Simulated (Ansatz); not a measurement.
## Trial inputs on I

All trials start from this Ansatz input:

```yaml
crystal:
  lattice:
    - [0.0, 2.3656004428, 3.9098401324]
    - [2.1922454667, 0.0, 3.9098401324]
    - [2.1922454667, 2.3656004428, 0.0]
  atoms:
    - { symbol: I, position: [0.0, 0.0, 0.0] }
basis:
  ecutwfc: 420
kpoints:
  mp_grid: { grid: [6, 6, 6] }
hamiltonian:
  xc: pbe
scf:
  occupations: { method: gaussian, width: 0.1 }
output:
  forces: true
  stress: true
  eigenvalues: true
```

Command:

```bash
ansatz run input.yaml --threads 1 --pin off --max-ram 1331MiB --backend cpu --events-out ev --progress --plain --runs-dir out
```

The run converges in 6 SCF iterations on 46 irreducible k-points: pressure 0.62 GPa, no gap.

These settings were drawn at random to show what each does; none of the numbers is a converged property of the crystal. Each trial's input is given as a difference from the reference's; energies are extrapolated to zero smearing where there is one, and pressure is positive in compression.

Trial 1:

```diff
 basis:
+  precision: f64
 scf:
-  occupations: { method: gaussian, width: 0.1 }
+  occupations: { method: fermi_dirac }
```

The run converges in 6 SCF iterations on 46 irreducible k-points: energy 1.78 meV per atom below the reference, pressure 0.72 GPa, no gap.

Trial 2:

```diff
 kpoints:
-  mp_grid: { grid: [6, 6, 6] }
+  mp_grid: { grid: [1, 4, 1], shift: [0.5, 0.5, 0] }
 scf:
+  max_iter: 30
+  convergence: { dr2_threshold: "1e-7 eV" }
```

The run converges in 6 SCF iterations on 2 irreducible k-points: energy 939 meV per atom above the reference, pressure -1.49 GPa, no gap. It warns that the SCF threshold is loose for the stress; that the mesh lowers the symmetry.

Trial 3:

```diff
 kpoints:
-  mp_grid: { grid: [6, 6, 6] }
+  mp_grid: { kspacing: 1.4 }
 scf:
+  algorithm: direct_min
+  max_iter: 30
+  convergence: { dr2_threshold: "1e-7 eV" }
```

The run converges in 5 SCF iterations on 5 irreducible k-points: energy 708 meV per atom above the reference, pressure 7.95 GPa, no gap. It warns that the SCF threshold is loose for the stress.

Trial 4:

```diff
 basis:
-  ecutwfc: 420
+  ecutwfc: "32 Ry"
+  xc_grid: 1
 kpoints:
+  band_path: { path: [[0, 0, 0], [0.5, 0, 0], [0.5, 0.5, 0.5]], npoints: 4 }
 hamiltonian:
-  xc: pbe
+  xc: pbesol
 scf:
-  occupations: { method: gaussian, width: 0.1 }
+  occupations: { method: fermi_dirac, width: "600 K" }
```

The run converges in 6 SCF iterations on 46 irreducible k-points: pressure -1.24 GPa, no gap.

Trial 5 (volume scaled):

```diff
 crystal:
   lattice:
-    - [0.0, 2.3656004428, 3.9098401324]
-    - [2.1922454667, 0.0, 3.9098401324]
-    - [2.1922454667, 2.3656004428, 0.0]
+    - [0.0, 2.4784148709, 4.0962986613]
+    - [2.2967926734, 0.0, 4.0962986613]
+    - [2.2967926734, 2.4784148709, 0.0]
 basis:
-  ecutwfc: 420
+  ecutwfc: 270
 kpoints:
-  mp_grid: { grid: [6, 6, 6] }
+  mp_grid: { kspacing: 0.96 }
 hamiltonian:
+  dispersion: d3bj
 scf:
+  algorithm: direct_min
+  self_checks: high
+  max_iter: 87
```

The run converges in 6 SCF iterations on 8 irreducible k-points: pressure -4.33 GPa, no gap. It warns that the cutoff lies under the recommended one, 420 eV for these potentials.

Trial 6 (the one atom moved, which only shifts the crystal as a whole):

```diff
 crystal:
   atoms:
-    - { symbol: I, position: [0.0, 0.0, 0.0] }
+    - { symbol: I, position: [0.931, 0.246, 0.9] }
-basis:
-  ecutwfc: 420
+basis: {}
 kpoints:
-  mp_grid: { grid: [6, 6, 6] }
+  mp_grid: { grid: [4, 4, 4], shift: [0.25, 0.25, 0.25] }
 hamiltonian:
-  xc: pbe
+  xc: blyp
 scf:
+  n_extra_bands: 2
+  eigensolver: { kind: davidson }
+  max_iter: 85
```

The run converges in 6 SCF iterations on 64 irreducible k-points: pressure 2.17 GPa, no gap. It warns that the mesh lowers the symmetry.

Trial 7 (volume scaled):

```diff
 crystal:
   lattice:
-    - [0.0, 2.3656004428, 3.9098401324]
-    - [2.1922454667, 0.0, 3.9098401324]
-    - [2.1922454667, 2.3656004428, 0.0]
+    - [0.0, 2.5817994874, 4.2671716944]
+    - [2.3926011003, 0.0, 4.2671716944]
+    - [2.3926011003, 2.5817994874, 0.0]
```

The run converges in 6 SCF iterations on 46 irreducible k-points: energy 128 meV per atom above the reference, pressure -2.83 GPa, no gap.

Trial 8:

```diff
 basis:
-  ecutwfc: 420
+  ecutwfc: 490
 scf:
-  occupations: { method: gaussian, width: 0.1 }
+  occupations: { method: methfessel_paxton, width: 0.099 }
 output:
-  forces: true
+  forces: false
```

The run converges in 5 SCF iterations on 46 irreducible k-points: energy 0.58 meV per atom below the reference, pressure 0.60 GPa, no gap.